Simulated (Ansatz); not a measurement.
The system is ZnCu2SnS4.

```
Sn Zn Cu S
1.0
    -2.71710    2.71710    5.42480
     2.71710   -2.71710    5.42480
     2.71710    2.71710   -5.42480
Sn Zn Cu S
1 1 2 4
Direct
  0.50000 0.50000 0.00000
  0.25000 0.75000 0.50000
  0.75000 0.25000 0.50000
  0.00000 0.00000 0.00000
  0.62799 0.62839 0.51280
  0.88481 0.37201 0.00040
  0.11559 0.11519 0.48720
  0.37161 0.88441 0.99960
```

```yaml
Program: Ansatz 0.2.0
Task: relaxation of cell and atoms
Functional: PBEsol
Dispersion: D3(BJ)-ATM
Potentials_or_basis: Ansatz PAW
Cutoff: "420 eV (not typed: the program's choice for these potentials)"
k_mesh: 7 × 7 × 7
Occupations: fermi-dirac, width 0.05 eV
Spin: no spin polarisation
```

At the start: volume 20.02 Å³/atom.

Task: Where does the relaxation end?

Result: It ends after 5 steps and the volume is 18.93 Å³/atom (-5.5 %); space group I-4 (No. 82, to 0.05 Å).

Step by step:
```csv
step,energy change (eV),largest force (eV/Å),volume (Å³)
1,0.0000,0.6596,160.20
2,-0.1595,0.3320,155.63
3,-0.2115,0.0316,150.38
4,-0.2131,0.0087,151.42
5,-0.2101,0.0089,151.42
```

Final structure:
```
Sn Zn Cu S
1.0
    -2.66530    2.66530    5.32881
     2.66530   -2.66530    5.32881
     2.66530    2.66530   -5.32881
Sn Zn Cu S
1 1 2 4
Direct
  0.50000 0.50000 0.00000
  0.25000 0.75000 0.50000
  0.75000 0.25000 0.50000
  0.00000 0.00000 0.00000
  0.63873 0.62992 0.52901
  0.89029 0.36127 0.99119
  0.10091 0.10971 0.47099
  0.37008 0.89909 0.00881
```

Caveat: the plane-wave basis is chosen anew once the cell has moved, so the energies of steps on either side of that aren't comparable; the PAW data sets come from PBE, with cores solved anew for the run's functional, which leaves a small shift of forces and pressure.
